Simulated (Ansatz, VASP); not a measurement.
Given: the input of a run of VASP 6.6.1 on Au.

INCAR

```
PREC = Accurate ; ENCUT = 600
EDIFF = 1E-6 ; ISMEAR = -1
SIGMA = 0.05 ; LREAL = False
LASPH = True ; NELM = 100
ALGO = Normal ; ISIF = 3
LWAVE = False ; LCHARG = False
GGA = PE ; IVDW = 13
IBRION = 2 ; NSW = 60
EDIFFG = -0.01
```

File KPOINTS:

```
Automatic mesh
0
Gamma
  11 11 11
```

File POSCAR:

```
Au
1.0
   -1.6572690000      1.6572690000      1.6572690000
    1.6572690000     -1.6572690000      1.6572690000
    1.6572690000      1.6572690000     -1.6572690000
Au
1
Direct
    0.0000000000      0.0000000000      0.0000000000
```

Potentials or basis: VASP PAW PBE potentials, release 64 (Au).

Run with:

```console
$ cat potpaw_PBE.64/Au/POTCAR > POTCAR
$ mpirun -np 1 vasp_std > vasp.out
```

**Question.** Set up the same calculation for Ansatz 0.2.0. Potentials there: Ansatz PAW.

**Answer.** As run (the cutoff follows the program's own potentials):

input.yaml

```yaml
crystal:
  lattice:
    - [-1.657269, 1.657269, 1.657269]
    - [1.657269, -1.657269, 1.657269]
    - [1.657269, 1.657269, -1.657269]
  atoms:
    - { symbol: Au, position: [0.0, 0.0, 0.0] }
hamiltonian:
  xc: pbe
  pseudopotentials: { kind: paw }
  dispersion: d4
kpoints:
  mp_grid: { grid: [11, 11, 11] }
scf:
  occupations: { method: fermi_dirac, width: 0.05 }
output:
  forces: true
  stress: true
  eigenvalues: true
relax:
  f_tol: 0.01
  max_steps: 40
  cell: { stress_tol: 0.05 }
```

Potentials or basis: Ansatz PAW.

Command:

```bash
$ ansatz run input.yaml --threads 2 --pin off --max-ram 5632MiB --backend cpu --events-out ev --progress --plain --runs-dir out
```

Both were run:

|  | VASP | Ansatz | Ansatz less VASP |
| --- | --- | --- | --- |
| gap on the k mesh at the Fermi level, each at its own relaxed structure (eV) | none | none | - |
| relaxed volume (Å³/atom) | 17.40 | 17.41 | +0.008 |
| relaxed cell length with the largest relative difference (Å) | 2.828 | 2.828 | +0.0004 |
| energy change over the relaxation (meV/atom) | -17 | -16 | +0.7 |

A gap of «none» marks a metal or a gap that the smearing closes. The two sets of potentials don't hold the same shells in valence.

Caveats: pairwise dispersion overbinds metals, which lowers pressure and volume; the plane-wave basis is chosen anew once the cell has moved, so the energies of steps on either side of that aren't comparable (Ansatz). Spin-orbit coupling is left out, which matters for the levels of Au.
